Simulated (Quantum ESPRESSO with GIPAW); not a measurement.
# 17O and 119Sn NMR of SnO2, calculated

Aim: the magnetic shielding of every site in SnO2.

Method: DFT, PBEsol, plane-wave PAW (pslibrary 1.0.0 recipes), scalar-relativistic, GIPAW; a patched development version of the program, in Quantum ESPRESSO with GIPAW 8.0dev (patched build).

## (1) The starting structure

The structure is trigonal, space group R-3m (No. 166). Conventional cell: a = 3.234 Å, b = 3.234 Å, c = 14.402 Å, α = 90.00°, β = 90.00°, γ = 120.00°. Nearest to Sn lie 6 O at 2.11 Å. Nearest to O lie 3 Sn at 2.11 Å. Farther neighbours and most contacts between anions are not listed.

The cell is a computed entry of the Materials Project; it need not be the form that is stable at ambient conditions.

This structure had its atoms relaxed beforehand (DFT, PBEsol, plane-wave PAW (pslibrary 1.0.0 recipes), Quantum ESPRESSO with GIPAW), starting from the database entry, since shieldings follow bond lengths closely.

## (2) Ground state

First the ground state. The response equations take the occupied wavefunctions as exact, so conv_thr is set much tighter than for an energy. No empty states are asked for: the response is solved without them. The mesh has a spacing of 0.18 Å⁻¹ at most. The PAW files were made with ld1.x from the pslibrary 1.0.0 recipes, with GIPAW reconstruction switched on.

The input, run_scf.py:

```python
from ase import Atoms
from ase.calculators.espresso import Espresso, EspressoProfile

atoms = Atoms(
    ['Sn', 'O', 'O'],
    cell=[
        [1.61709308, 0.93362912, 4.80059258],
        [-1.61709308, 0.93362912, 4.80059258],
        [0.00000000, -1.86725824, 4.80059258],
    ],
    scaled_positions=[
        [0.50000000, 0.50000000, 0.50000000],
        [0.76437068, 0.76437068, 0.76437068],
        [0.23562932, 0.23562932, 0.23562932],
    ],
    pbc=True,
)
atoms.calc = Espresso(
    profile=EspressoProfile(command='mpirun -np 4 pw.x -nk 4', pseudo_dir='./'),
    pseudopotentials={
        'Sn': 'Sn.pbesol-dn-kjpaw_psl.1.0.0-gipaw.UPF',
        'O': 'O.pbesol-n-kjpaw_psl.1.0.0-gipaw.UPF',
    },
    input_data={
        'control': {'calculation': 'scf', 'prefix': 'x', 'outdir': './tmp/'},
        'system': {'ecutwfc': 55, 'ecutrho': 330, 'nbnd': 13},
        'electrons': {'conv_thr': 1.0e-10, 'mixing_beta': 0.7, 'electron_maxstep': 100},
    },
    kpts=(13, 13, 13),
    koffset=(0, 0, 0),
)
print('energy', atoms.get_potential_energy(), 'eV')
```

ASE writes espresso.pwi from it and starts pw.x, whose log goes to espresso.pwo.

The input, espresso.pwi:

```
&CONTROL
   calculation      = 'scf'
   outdir           = './tmp/'
   prefix           = 'x'
   pseudo_dir       = './'
/
&SYSTEM
   nbnd             = 13
   ecutwfc          = 55
   ecutrho          = 330
   ntyp             = 2
   nat              = 3
   ibrav            = 0
/
&ELECTRONS
   electron_maxstep = 100
   conv_thr         = 1e-10
   mixing_beta      = 0.7
/
&IONS
/
&CELL
/
&FCP
/
&RISM
/
ATOMIC_SPECIES
Sn 118.71 Sn.pbesol-dn-kjpaw_psl.1.0.0-gipaw.UPF
O 15.999 O.pbesol-n-kjpaw_psl.1.0.0-gipaw.UPF

K_POINTS automatic
13 13 13  0 0 0

CELL_PARAMETERS angstrom
1.61709308000000 0.93362912000000 4.80059258000000
-1.61709308000000 0.93362912000000 4.80059258000000
0.00000000000000 -1.86725824000000 4.80059258000000

ATOMIC_POSITIONS angstrom
Sn 0.0000000000 0.0000000000 7.2008888700  
O 0.0000000000 -0.0000000000 11.0082966443  
O 0.0000000000 0.0000000000 3.3934810957
```

Started as:

```
python run_scf.py
```

Log:

```text
Warning: card &CELL ignored
Warning: card &FCP ignored
Warning: card &RISM ignored

     using ibrav=0 with symmetry is DISCOURAGED, use correct ibrav instead

     bravais-lattice index     =            0
     lattice parameter (alat)  =       9.7339  a.u.
     unit-cell volume          =     293.4622 (a.u.)^3
     number of atoms/cell      =            3
     number of atomic types    =            2
     number of electrons       =        26.00
     number of Kohn-Sham states=           13
     kinetic-energy cutoff     =      55.0000  Ry
     charge density cutoff     =     330.0000  Ry
     scf convergence threshold =      1.0E-10
     mixing beta               =       0.7000
     number of iterations used =            8  plain     mixing
     Exchange-correlation= SLA-PW-PSX-PSC
                           (   1   4  10   8   0   0   0)
[...]
Sn               14.00   118.71000     Sn( 1.00)
     O                 6.00    15.99900     O ( 1.00)

     12 Sym. Ops., with inversion, found
[...]
number of k points=   231

     Number of k-points >= 100: set verbosity='high' to print them.

     Dense  grid:    29783 G-vectors     FFT dimensions: (  60,  60,  60)

     Smooth grid:    16147 G-vectors     FFT dimensions: (  45,  45,  45)

     Check: negative core charge=   -0.000003

     Initial potential from superposition of free atoms

     starting charge      25.9987, renormalised to      26.0000
     Starting wfcs are   17 randomized atomic wfcs

     Self-consistent Calculation

     iteration #  1     ecut=    55.00 Ry     beta= 0.70
     Davidson diagonalization with overlap
     ethr =  1.00E-02,  avg # of iterations =  1.0

     total energy              =    -518.35078722 Ry
     estimated scf accuracy    <       0.86618125 Ry

     iteration #  2     ecut=    55.00 Ry     beta= 0.70
     Davidson diagonalization with overlap
     ethr =  3.33E-03,  avg # of iterations =  5.8

     total energy              =    -518.77103305 Ry
     estimated scf accuracy    <       0.98369838 Ry

     iteration #  3     ecut=    55.00 Ry     beta= 0.70
     Davidson diagonalization with overlap
     ethr =  3.33E-03,  avg # of iterations =  2.0

     total energy              =    -518.68065578 Ry
     estimated scf accuracy    <       0.25312296 Ry

[...]
total energy              =    -518.91202366 Ry
[...]
iteration # 32     ecut=    55.00 Ry     beta= 0.70
     Davidson diagonalization with overlap
     ethr =  1.04E-12,  avg # of iterations = 10.7

     total energy              =    -518.91202366 Ry
     estimated scf accuracy    <          6.5E-09 Ry

     iteration # 33     ecut=    55.00 Ry     beta= 0.70
     Davidson diagonalization with overlap
     ethr =  1.04E-12,  avg # of iterations =  9.0

     End of self-consistent calculation
     [one-electron energies left out]

!    total energy              =    -518.91202366 Ry
     total all-electron energy =    -12649.297818 Ry
     estimated scf accuracy    <          3.3E-11 Ry

     The total energy is the sum of the following terms:
     one-electron contribution =    -103.28079917 Ry
     hartree contribution      =      70.63370620 Ry
     xc contribution           =     -62.49313330 Ry
     ewald contribution        =    -129.46469219 Ry
     one-center paw contrib.   =    -294.30710520 Ry

     convergence has been achieved in  33 iterations
[...]
JOB DONE.
```

The job ended after 3.4 min (4 MPI ranks of Arm Neoverse V1, shared host; peak memory 0.53 GiB; 14 min of CPU time).

It converged in 33 cycles to an estimated accuracy of 3e-11 Ry, on 231 irreducible k-points.

## (3) GIPAW: job nmr

A uniform field breaks periodicity, so gipaw.x applies it as a wave of small q and takes the limit. It solves for the first-order states, builds the induced current and gets the field at each nucleus by Biot–Savart; the PAW spheres add what the smooth waves miss near the nuclei. pawproj makes the reconstruction use the PAW data sets' own projectors.

The input, nmr.in:

```
&inputgipaw
  job = 'nmr'
  prefix = 'x'
  tmp_dir = './tmp/'
  restart_mode = 'from_scratch'
  verbosity = 'low'
  q_gipaw = 0.01
  spline_ps = .true.
  conv_threshold = 1.0d-11
  use_nmr_macroscopic_shape = .false.
  pawproj(1) = .true.
  pawproj(2) = .true.
/
```

Started as:

```
mpirun -np 4 gipaw.x -in nmr.in > nmr.out
```

Log:

```text
[banner, memory and clock lines left out]
[a note of our patched build left out]

     Parallelizing q-star over 1 images

     IMPORTANT: XC functional enforced from input :
     Exchange-correlation= PBESOL
                           (   1   4  10   8   0   0   0)
     Any further DFT definition will be discarded
     Please, verify this is what you really want

     Check: negative core charge=   -0.000003
[...]
WARNING: some symmetry operations do not permute x, y and z, so the susceptibility and the shape term are
     wrong: all shieldings move alike (in wurtzite BN nosym gave 13 and 6 ppm more at 3 and 6 points an axis).
     Run pw.x with nosym, and raise the mesh until the susceptibility stays

     alpha_pv=     41.1387 eV

     spline_ps is .false., expect some extrapolation errors

     q-space interpolation up to    66.00 Rydberg

     GIPAW job: nmr
     NMR macroscopic correction: no
[...]
Computing the magnetic susceptibility     isolve=0    ethr=  0.1000E-10
     Starting from scratch
     k-point #    1 of   231      pool #  1    cpu time:       0.9
[...]
End of magnetic susceptibility calculation

     f-sum rule (1st term):
           -22.3310         -0.0000          0.0000
            -0.0000        -22.3310         -0.0000
            -0.0000         -0.0000        -22.2927

     f-sum rule (2nd term):
            -0.3137          0.0000         -0.0000
             0.0000         -0.3137          0.0000
             0.0000         -0.0000         -0.3521

     f-sum rule (should be   -22.6432):
           -22.6447         -0.0000          0.0000
            -0.0000        -22.6447         -0.0000
            -0.0000         -0.0000        -22.6448

[... susceptibilities left out ...]
     Contributions to the NMR chemical shifts: -------------------------------

     Macroscopic shape contribution in ppm:                    0.00
             0.0000          0.0000          0.0000
             0.0000          0.0000          0.0000
             0.0000          0.0000          0.0000

     Core contribution in ppm:

     Atom  1  Sn  pos: (  0.000000  0.000000  1.397971)  core sigma:        5052.50
     Atom  2  O   pos: (  0.000000 -0.000000  2.137137)  core sigma:         270.50
     Atom  3  O   pos: (  0.000000  0.000000  0.658806)  core sigma:         270.50

     Bare contribution in ppm:

     Atom  1  Sn  pos: (  0.000000  0.000000  1.397971)  bare sigma:          90.02
[...]
Atom  2  O   pos: (  0.000000 -0.000000  2.137137)  bare sigma:         -13.60
[...]
Atom  3  O   pos: (  0.000000  0.000000  0.658806)  bare sigma:         -13.60
[...]
Diamagnetic contribution in ppm:

     Atom  1  Sn  pos: (  0.000000  0.000000  1.397971)  dia sigma:         104.19
[...]
Atom  2  O   pos: (  0.000000 -0.000000  2.137137)  dia sigma:          16.96
[...]
Atom  3  O   pos: (  0.000000  0.000000  0.658806)  dia sigma:          16.96
[...]
Paramagnetic contribution in ppm:

     Atom  1  Sn  pos: (  0.000000  0.000000  1.397971)  para sigma:        -239.56
[...]
Atom  2  O   pos: (  0.000000 -0.000000  2.137137)  para sigma:         -65.45
[...]
Atom  3  O   pos: (  0.000000  0.000000  0.658806)  para sigma:         -65.45
[...]
Paramagnetic US occ-occ contribution in ppm:

     Atom  1  Sn  pos: (  0.000000  0.000000  1.397971)  para_oo sigma:          -8.08
[...]
Atom  2  O   pos: (  0.000000 -0.000000  2.137137)  para_oo sigma:          -0.84
[...]
Atom  3  O   pos: (  0.000000  0.000000  0.658806)  para_oo sigma:          -0.84
[...]
Paramagnetic US L_R Q_R contribution in ppm:

     Atom  1  Sn  pos: (  0.000000  0.000000  1.397971)  para_lq sigma:       -2165.87
[...]
Atom  2  O   pos: (  0.000000 -0.000000  2.137137)  para_lq sigma:        -239.08
[...]
Atom  3  O   pos: (  0.000000  0.000000  0.658806)  para_lq sigma:        -239.08
[...]
Total NMR chemical shifts in ppm: ---------------------------------------
     (adopting the Simpson convention for anisotropy and asymmetry)-----------

     Atom  1  Sn  pos: (  0.000000  0.000000  1.397971)  Total sigma:        2833.20
          2851.7090          0.0000          0.0000
            -0.0000       2851.7090         -0.0000
            -0.0000         -0.0000       2796.1708

     Sn      1    anisotropy:    -55.54    eta:    0.0000
[...]
Atom  2  O   pos: (  0.000000 -0.000000  2.137137)  Total sigma:         -31.51
           -13.0986         -0.0000         -0.0000
             0.0000        -13.0986         -0.0000
             0.0000         -0.0000        -68.3423

     O       2    anisotropy:    -55.24    eta:    0.0000
[...]
Atom  3  O   pos: (  0.000000  0.000000  0.658806)  Total sigma:         -31.51
[... its tensor is left out ...]
```

Wall time 31 min (4 MPI ranks); peak memory 0.34 GiB; 2 h of CPU time.

The f-sum rule is met to 0.0016 of 22.6 (0.007 %). Converged shieldings require that this miss be small, but a small miss does not prove them. gipaw.x warns that with these symmetry operations the susceptibility and the shape term are unreliable; the other terms are not touched.

From the symmetric part of each tensor, with principal values σ11 ≤ σ22 ≤ σ33: σ_iso is their mean, the span is σ33 − σ11 and the skew 3(σ_iso − σ22)/span. (gipaw.x prints an anisotropy in another convention.)

| site | atom no. | atoms in cell | σ_iso (ppm) | span (ppm) | skew |
| --- | --- | --- | --- | --- | --- |
| Sn | 1 | 1 | 2833 | 56 | -1.00 |
| O | 2 | 2 | -31.5 | 55.2 | -1.00 |

The macroscopic shape term is switched off. For a spherical sample the valence susceptibility of this run would add about 9 ppm to every site, a rough estimate, since the susceptibility converges slowly and lacks part of the PAW terms, above all in hexagonal and trigonal cells. Differences within the crystal don't depend on it, but shieldings of different compounds can't be compared to better than a few ppm without it.

An axis of order three or more runs through Sn and O, so two principal values coincide and the skew is ±1. In this run the largest span among the lighter atoms is that of O (site symmetry 3m), with principal values -68.3, -13.1 and -13.1 ppm.

How the isotropic values are made up (ppm). The core part is that of the free atom's core; bare is the current of the smooth valence states; the last two are what the PAW spheres add to the diamagnetic and the paramagnetic current:

| site | core | bare | reconstruction, dia | reconstruction, para |
| --- | --- | --- | --- | --- |
| Sn | 5052.5 | 90.0 | 104.2 | -2413.5 |
| O | 270.5 | -13.6 | 17.0 | -305.4 |

17O also has a quadrupolar coupling here. It is not given: on PAW files the efg job of this gipaw.x leaves out the augmentation charge of neighbouring atoms and can miss by tens of per cent.

## (4) From shieldings to shifts

Covalently bonded atoms count as neighbours within 1.18 times the sum of their radii. Otherwise a cation's neighbours lie within 1.2 times its shortest bond (1.3 for large cations, each anion's radius taken off where they differ), and an anion's are the cations that count it.

| site | atom no. | atoms in cell | surroundings | bonds (Å) | σ_iso (ppm) |
| --- | --- | --- | --- | --- | --- |
| Sn | 1 | 1 | SnO6 | 2.115 | 2833 |
| O | 2 | 2 | bound to Sn3 | 2.115 | -31.5 |

Simulated spectrum: 119Sn MAS at 12.5 kHz, 20 T (319.3 MHz), lines broadened by 3 ppm; the axis counts ppm from the isotropic position of Sn, as −Δσ; rigid lattice, with dipolar and J couplings left out. Lines over 1.5 % of the strongest (ppm: area): 39: 0.05, 0: 1.00, -39: 0.07. Spinning sidebands lie 39.1 ppm apart.

## (5) Cost against result

Each row names what was changed: the structure as given shows what the relaxation did.

Changes of σ_iso (ppm) against the run above (PBEsol, cutoffs 55 and 330 Ry, mesh 13×13×13, 2.3 h). Times are CPU times of pw.x and gipaw.x together, on 4 MPI ranks of Arm Neoverse V1, shared host; on a shared host they are rough.

| run | CPU time | f-sum miss | Sn | O |
| --- | --- | --- | --- | --- |
| structure as given | 2.3 h | 0.0016 | -4.1 | -17.4 |

## (6) Summary of results

| Quantity | Value |
| --- | --- |
| 17O shielding without shape term | -31.5 ppm |
| 119Sn shielding without shape term | 2833 ppm |

In words: 17O has one site (bound to Sn3), with isotropic shielding -31.5 ppm (shape term left out). A shift needs a reference, δ = σ_ref − σ, fixed on measured compounds; for 17O of this kind at this level too few were at hand, or they scattered too widely about a line, so none is given. A finer mesh and a higher cutoff were not carried through on these files. Spin-orbit coupling is missing, which matters for Sn and for the light atoms bound to such centres. The scalar-relativistic files are used with non-relativistic response operators, which weighs most on the heavy atoms' own shieldings. This build of gipaw.x prints that it is not audited and that its numbers are no references by themselves. It also reports spline_ps as false although the input sets it; why was not traced. pw.x warned of eigenvalues not converged in some cycles of 1 ground-state run, which then met the threshold.

[Banner, clock, file and message-heading lines were taken out of the pw.x and gipaw.x logs.]

[Logs are printed without paths, hosts, clocks, repeated set-up lines and the standing remarks that a program may print on its own settings, such as how far it seeks lower states.]

[Hosts, paths, dates, database ids (printed as entryN), source tags and the programs' standing remarks are cut or masked in the printed files.]

[Where no reference line passes its bar on scatter, no shift is given, so a measured shift of this compound may stand uncompared.]
